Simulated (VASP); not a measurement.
# CdSe (Fm-3m) in VASP: notebook, part 2 of 2

VASP 6.6.1. The steps go on from the part before.

**3. Relaxation of cell and atoms, PBEsol, target pressure 12 GPa, at which the enthalpy is minimised**

INCAR

```
SYSTEM = CdSe
PREC     = Accurate       ! precision mode
ENCUT    = 520            ! plane-wave cutoff, eV
EDIFF    = 1E-7           ! SCF threshold, eV
ISMEAR   = 0              ! smearing method
SIGMA    = 0.1            ! smearing width, eV
LREAL    = .False.        ! projectors in reciprocal space
LASPH    = .True.         ! aspherical terms in the spheres
NELM     = 60             ! most SCF steps
ALGO     = Normal         ! electronic algorithm
ISIF     = 3              ! what is computed and relaxed
LWAVE    = .False.        ! write WAVECAR
LCHARG   = .False.        ! write CHGCAR
GGA      = PS             ! functional
IBRION   = 2              ! ionic algorithm
NSW      = 80             ! ionic steps
EDIFFG   = -0.002         ! ionic threshold
PSTRESS  = 120.0
```

KPOINTS

```
Automatic mesh
0
Gamma
  8 8 8
  0 0 0
```

POSCAR

```
CdSe                                    
1.0
    0.0000000000      2.6546328675      2.6546328675
    2.6546328675      0.0000000000      2.6546328675
    2.6546328675      2.6546328675      0.0000000000
  Cd              Se            
     1     1
Direct
     0.0000000000000000    0.0000000000000000    0.0000000000000000
     0.5000000000000000    0.5000000000000000    0.5000000000000000
```

Potentials or basis: VASP PAW PBE potentials, release 64 (Cd, Se).

Launch:

```sh
cat potpaw_PBE.64/Cd/POTCAR potpaw_PBE.64/Se/POTCAR > POTCAR
mpirun -np 1 vasp_std > vasp.out
```

OUTCAR:

```text
SYSTEM = CdSe
   PREC = Accurate
   ENCUT = 520
   EDIFF = 1E-7
   ISMEAR = 0
   LREAL = .False.
   LASPH = .True.
   NELM = 60
   ISIF = 3
   GGA = PS
   IBRION = 2
   NSW = 80
   EDIFFG = -0.002
   PSTRESS = 120.0

 ion  position               nearest neighbor table
   1  0.000  0.000  0.000-   2 2.65   2 2.65   2 2.65   2 2.65   2 2.65   2 2.65
   2  0.500  0.500  0.500-   1 2.65   1 2.65   1 2.65   1 2.65   1 2.65   1 2.65

  LATTYP: Found a face centered cubic cell.
 ALAT       =     5.3092657350

  Lattice vectors:

 A1 = (   0.0000000000,   2.6546328675,   2.6546328675)
 A2 = (   2.6546328675,   0.0000000000,   2.6546328675)
 A3 = (   2.6546328675,   2.6546328675,   0.0000000000)

Analysis of symmetry for initial positions (statically):
=====================================================================
 Subroutine PRICEL returns:
 Original cell was already a primitive cell.

 Routine SETGRP: Setting up the symmetry group for a
 face centered cubic supercell.

 Subroutine GETGRP returns: Found 48 space group operations
 (whereof 48 operations were pure point group operations)
 out of a pool of 48 trial point group operations.

The static configuration has the point symmetry O_h .

Analysis of symmetry for dynamics (positions and initial velocities):
=====================================================================
 Subroutine PRICEL returns:
[... 351 lines left out ...]
 number of electron      18.0000008 magnetization

 Free energy of the ion-electron system (eV)
  ---------------------------------------------------
  ext. energy  EPLUGINS =         0.00000000
  ---------------------------------------------------
  free energy    TOTEN  =        -5.81590689 eV

  energy without entropy =       -5.81417499  energy(sigma->0) =       -5.81504094

 E-fermi :   4.0182     XC(G=0): -11.0767

 val. band max:        3.9285882259   @ k =   0.5000   0.0000   0.0000
 cond. band min:       4.1415368392   @ k =   0.3750   0.3750   0.0000
 fundamental gap:      0.2129486133
 Fermi energy:         4.0182434779

 k-point     1 :       0.0000    0.0000    0.0000
  band No.  band energies     occupation
      1     -10.2901      2.00000
      2      -4.4549      2.00000
      3      -4.4549      2.00000
      4      -4.4342      2.00000
      5      -4.4342      2.00000
      6      -4.4342      2.00000
      7       2.9825      2.00000
      8       2.9825      2.00000
      9       2.9825      2.00000
     10       4.6978      0.00000
     11      12.6277      0.00000
     12      12.6277      0.00000
     13      12.6277      0.00000
[... 354 lines left out ...]
  band No.  band energies     occupation
      1      -8.9259      2.00000
      2      -4.7595      2.00000
      3      -4.6117      2.00000
      4      -4.5364      2.00000
      5      -4.1804      2.00000
      6      -4.0813      2.00000
      7      -1.6091      2.00000
      8       1.4808      2.00000
      9       2.5395      2.00000
     10       7.6192      0.00000
     11       8.4337      0.00000
     12      11.1368      0.00000
     13      12.3791      0.00000

 [... further k-points ...]

------------------------ aborting loop because EDIFF is reached ----------------------------------------

  FORCE on cell =-STRESS in cart. coord.  units (eV):
  Direction    XX          YY          ZZ          XY          YZ          ZX
  --------------------------------------------------------------------------------------
  -------------------------------------------------------------------------------------
  Total        2.9684993      2.9684993      2.9684993     -0.0000000     -0.0000000      0.0000000
  in kB      120.1306943    120.1306943    120.1306943     -0.0000000     -0.0000000      0.0000000
  external PRESSURE =       0.1306943 kB  Pullay stress =     120.0000000 kB
[... 21 lines left out ...]
  energy  without entropy=       -5.8141749916  energy(sigma->0) =       -5.81504094

  enthalpy is  TOTEN    =        -2.8506371345 eV   P V=        2.9652697571

 reached required accuracy - stopping structural energy minimisation
```

OSZICAR:

```text
N       E                     dE             d eps       ncg     rms          rms(c)
DAV:   1     0.107262526122E+03    0.10726E+03   -0.96237E+03   786   0.133E+03
DAV:   2    -0.223200002199E+01   -0.10949E+03   -0.10474E+03   849   0.300E+02
DAV:   3    -0.599988160258E+01   -0.37679E+01   -0.37235E+01   919   0.583E+01
DAV:   4    -0.601198834392E+01   -0.12107E-01   -0.12106E-01   809   0.331E+00
[... 89 lines left out ...]
  16 F= -.28506370E+01 E0= -.28497710E+01  d E =-.237943E-06
       N       E                     dE             d eps       ncg     rms          rms(c)
DAV:   1    -0.581590719929E+01   -0.12746E-03   -0.55363E-06   849   0.340E-02    0.361E-03
DAV:   2    -0.581590694993E+01    0.24936E-06   -0.63706E-07   609   0.140E-02    0.192E-03
DAV:   3    -0.581590689153E+01    0.58403E-07   -0.71003E-08   377   0.347E-03
  17 F= -.28506371E+01 E0= -.28497712E+01  d E =-.383493E-06
```

Wall time 35 s (1 thread of Intel Xeon 6975P-C (Granite Rapids), shared host); peak memory 0.16 GiB.

What came out:

| Quantity | Value |
| --- | --- |
| Free energy | -5.8159 eV |
| Relaxed volume | 19.80 Å³/atom |
| Relaxed cell | a = 3.826 Å, b = 3.826 Å, c = 3.826 Å, α = 60.00°, β = 60.00°, γ = 60.00° |
| Space group after relaxing (to 0.05 Å) | Fm-3m (No. 225) |
| Energy change on relaxing (the enthalpy is what falls) | -107.4 meV/atom |
| Ionic steps | 17 |
| Pressure after relaxing | 12.0 GPa |
| Band gap on the k mesh | none (metal or under the smearing width) |

Step by step:
```
step  energy change (eV)  largest force (eV/Å)  pressure (GPa)  volume (Å³)
   1              0.0000                0.0000           20.00        37.41
   2             -0.3640                0.0000            3.89        42.71
   3             -0.2179                0.0000           11.89        39.63
   4             -0.2145                0.0000           12.02        39.59
   5             -0.2145                0.0000           12.02        39.59
   6             -0.2145                0.0000           12.02        39.59
   7             -0.2145                0.0000           12.02        39.59
   8             -0.2145                0.0000           12.02        39.59
   9             -0.2145                0.0000           12.02        39.59
  10             -0.2145                0.0000           12.02        39.59
  11             -0.2145                0.0000           12.02        39.59
  12             -0.2145                0.0000           12.02        39.59
  13             -0.2145                0.0000           12.02        39.59
  14             -0.2145                0.0000           12.02        39.59
  15             -0.2146                0.0000           12.02        39.59
  16             -0.2146                0.0000           12.03        39.59
  17             -0.2148                0.0000           12.01        39.59
```

Final structure:
```xyz
2
Lattice="0.0000 2.7051 2.7051 2.7051 0.0000 2.7051 2.7051 2.7051 0.0000" Properties=species:S:1:pos:R:3 pbc="T T T"
Cd    2.7051    0.0000    2.7051
Se    2.7051    2.7051    2.7051
```

Caveat: the cell is relaxed towards a set pressure, so the enthalpy falls and the energy may rise; the PAW data sets were made with another functional, which shifts forces and pressure a little.

**4. Relaxation of cell and atoms, PBEsol, target pressure 12 GPa, at which the enthalpy is minimised**

This run uses another cell than the first one, of 19.80 Å³/atom, 1.058 times its volume.

INCAR is that of step 3.

KPOINTS is that of step 3.

POSCAR

```
CdSe                                    
1.0
   -0.0000000000      2.7051281866      2.7051281866
    2.7051281866      0.0000000000      2.7051281866
    2.7051281866      2.7051281866     -0.0000000000
  Cd              Se            
     1     1
Direct
     0.0000000000000000    1.0000000000000000    0.0000000000000000
     0.5000000000000000    0.5000000000000000    0.5000000000000000
```

Launch:

```sh
cat potpaw_PBE.64/Cd/POTCAR potpaw_PBE.64/Se/POTCAR > POTCAR
mpirun -np 1 vasp_std > vasp.out
```

Wall time 7.3 s (1 thread of Intel Xeon 6975P-C (Granite Rapids), shared host); peak memory 0.16 GiB.

It converged, with:

```
Free energy             : -5.8160 eV
Pressure after relaxing : 12.0 GPa
Band gap on the k mesh  : none (metal or under the smearing width)
```

Final structure:
```xyz
2
Lattice="0.0000 2.7051 2.7051 2.7051 0.0000 2.7051 2.7051 2.7051 0.0000" Properties=species:S:1:pos:R:3 pbc="T T T"
Cd    0.0000    0.0000    0.0000
Se    2.7051    2.7051    2.7051
```

Levels at points of the mesh, in eV from the Fermi level:
| k point | band 5 | band 6 | band 7 | band 8 | band 9 | band 10 | band 11 | band 12 | band 13 |
| --- | --- | --- | --- | --- | --- | --- | --- | --- | --- |
| (0.00, 0.00, 0.00) | -8.45 | -8.45 | -1.04 | -1.04 | -1.04 | 0.68 | 8.61 | 8.61 | 8.61 |
| (0.50, 0.00, 0.00) | -8.21 | -8.21 | -6.01 | -0.09 | -0.09 | 2.65 | 4.98 | 4.98 | 7.22 |
| (0.50, 0.50, 0.00) | -8.13 | -7.30 | -5.51 | -2.92 | -2.92 | -0.71 | 4.99 | 10.85 | 11.47 |

Caveat: the relaxation stopped at its first step, so nothing moved; the cell is relaxed towards a set pressure, so the enthalpy falls and the energy may rise; the PAW data sets were made with another functional, which shifts forces and pressure a little.

**5. Relaxation of cell and atoms, PBEsol, target pressure 30 GPa, at which the enthalpy is minimised**

INCAR: that of step 4 with these lines changed.

```diff
@@ -17,2 +17,2 @@
 EDIFFG   = -0.002         ! ionic threshold
-PSTRESS  = 120.0
+PSTRESS  = 300.0
```

KPOINTS is that of step 4.

POSCAR

```
CdSe                                    
1.0
    0.0000000000      2.6546328675      2.6546328675
    2.6546328675      0.0000000000      2.6546328675
    2.6546328675      2.6546328675      0.0000000000
  Cd              Se            
     1     1
Direct
     0.0000000000000000    0.0000000000000000    0.0000000000000000
     0.5000000000000000    0.5000000000000000    0.5000000000000000
```

Launch:

```sh
cat potpaw_PBE.64/Cd/POTCAR potpaw_PBE.64/Se/POTCAR > POTCAR
mpirun -np 1 vasp_std > vasp.out
```

Wall time 30 s (1 thread of Intel Xeon 6975P-C (Granite Rapids), shared host); peak memory 0.17 GiB.

Results (log left out):

| Property | Result |
| --- | --- |
| Free energy | -5.2838 eV |
| Relaxed volume | 17.68 Å³/atom |
| Relaxed cell | a = 3.684 Å, b = 3.684 Å, c = 3.684 Å, α = 60.00°, β = 60.00°, γ = 60.00° |
| Space group after relaxing (to 0.05 Å) | Fm-3m (No. 225) |
| Energy change on relaxing (the enthalpy is what falls) | +158.7 meV/atom |
| Ionic steps | 7 |
| Pressure after relaxing | 30.0 GPa |
| Band gap on the k mesh | none (metal or under the smearing width) |

Step by step:
```csv
step,energy change (eV),largest force (eV/Å),pressure (GPa),volume (Å³)
1,0.0000,0.0000,20.00,37.41
2,1.3759,0.0000,59.33,31.44
3,0.3029,0.0000,29.57,35.44
4,0.3153,0.0000,29.94,35.37
5,0.3228,0.0000,30.17,35.33
6,0.3076,0.0000,29.72,35.41
7,0.3174,0.0000,30.00,35.36
```

Final structure:
```cif
data_structure
_symmetry_space_group_name_H-M 'P 1'
_symmetry_Int_Tables_number 1
_cell_length_a 3.6843
_cell_length_b 3.6843
_cell_length_c 3.6843
_cell_angle_alpha 60.000
_cell_angle_beta 60.000
_cell_angle_gamma 60.000
_cell_volume 35.36
loop_
_atom_site_label
_atom_site_type_symbol
_atom_site_fract_x
_atom_site_fract_y
_atom_site_fract_z
_atom_site_occupancy
Cd1 Cd 0.00000 0.00000 0.00000 1
Se1 Se 0.50000 0.50000 0.50000 1
```

Levels at points of the mesh, in eV from the Fermi level:
```
           k point  band 5  band 6  band 7  band 8  band 9  band 10  band 11  band 12  band 13
(0.00, 0.00, 0.00)   -8.94   -8.94   -1.31   -1.31   -1.31     1.32     8.66     8.66     8.66
(0.50, 0.00, 0.00)   -8.61   -8.61   -6.60   -0.05   -0.05     2.48     4.84     4.84     8.17
(0.50, 0.50, 0.00)   -8.50   -7.36   -6.47   -3.51   -3.51    -0.79     4.77    11.70    12.35
```

Caveat: the cell is relaxed towards a set pressure, so the enthalpy falls and the energy may rise; the PAW data sets were made with another functional, which shifts forces and pressure a little.

**6. Relaxation of cell and atoms, PBEsol, target pressure 30 GPa, at which the enthalpy is minimised**

This run uses another cell than the first one, of 17.68 Å³/atom, 0.945 times its volume.

INCAR is that of step 5.

KPOINTS is that of step 5.

POSCAR

```
CdSe                                    
1.0
   -0.0000000000      2.6051640166      2.6051640166
    2.6051640166     -0.0000000000      2.6051640166
    2.6051640166      2.6051640166      0.0000000000
  Cd              Se            
     1     1
Direct
     0.0000000000000000    0.0000000000000000    0.0000000000000000
     0.5000000000000000    0.5000000000000000    0.5000000000000000
```

Potentials or basis: VASP PAW PBE potentials, release 64 (Cd, Se).

Launch:

```sh
cat potpaw_PBE.64/Cd/POTCAR potpaw_PBE.64/Se/POTCAR > POTCAR
mpirun -np 1 vasp_std > vasp.out
```

It took 13 s on 1 thread of Intel Xeon 6975P-C (Granite Rapids), shared host; peak memory 0.16 GiB.

Results (log left out):

* Free energy: -5.2843 eV
* Relaxed volume: 17.68 Å³/atom
* Relaxed cell: a = 3.684 Å, b = 3.684 Å, c = 3.684 Å, α = 60.00°, β = 60.00°, γ = 60.00°
* Space group after relaxing (to 0.05 Å): Fm-3m (No. 225)
* Energy change on relaxing (the enthalpy is what falls): -0.4 meV/atom
* Ionic steps: 3
* Pressure after relaxing: 30.0 GPa
* Band gap on the k mesh: none (metal or under the smearing width)

The path:
| step | energy change (eV) | largest force (eV/Å) | pressure (GPa) | volume (Å³) |
| --- | --- | --- | --- | --- |
| 1 | 0.0000 | 0.0000 | 30.03 | 35.36 |
| 2 | -0.0031 | 0.0000 | 29.94 | 35.38 |
| 3 | -0.0007 | 0.0000 | 30.01 | 35.37 |

Final structure:
```xyz
2
Lattice="0.0000 2.6053 2.6053 2.6053 0.0000 2.6053 2.6053 2.6053 0.0000" Properties=species:S:1:pos:R:3 pbc="T T T"
Cd    0.0000    0.0000    0.0000
Se    2.6053    2.6053    2.6053
```

Levels at points of the mesh, in eV from the Fermi level:
| k point | band 7 | band 8 | band 9 | band 10 | band 11 | band 12 |
| --- | --- | --- | --- | --- | --- | --- |
| (0.00, 0.00, 0.00) | -1.31 | -1.31 | -1.31 | 1.31 | 8.66 | 8.66 |
| (0.50, 0.00, 0.00) | -6.60 | -0.05 | -0.05 | 2.48 | 4.84 | 4.84 |
| (0.50, 0.50, 0.00) | -6.47 | -3.51 | -3.51 | -0.79 | 4.77 | 11.69 |

Caveat: the cell is relaxed towards a set pressure, so the enthalpy falls and the energy may rise; the PAW data sets were made with another functional, which shifts forces and pressure a little.

**7. Overview**

| cell | target pressure | gap on the mesh (eV) | pressure (GPa) |
| --- | --- | --- | --- |
| relaxed to 20 GPa | 20 GPa | none | 20.0 |
| relaxed to 12 GPa | 12 GPa | none | 12.0 |
| relaxed to 30 GPa | 30 GPa | none | 30.0 |

Alike in all rows: task relaxation of cell and atoms; level PBEsol; potentials or basis VASP PAW PBE potentials, release 64 (Cd, Se); no spin polarisation; k mesh 8 × 8 × 8; cutoff (eV) 520; smearing gaussian 0.1 eV.

Caveats: the cell is relaxed towards a set pressure, so the enthalpy falls and the energy may rise; the PAW data sets were made with another functional, which shifts forces and pressure a little; the relaxation stopped at its first step, so nothing moved (some runs).

Total energies depend on the potentials used, so only differences within one code and one set of settings carry meaning.
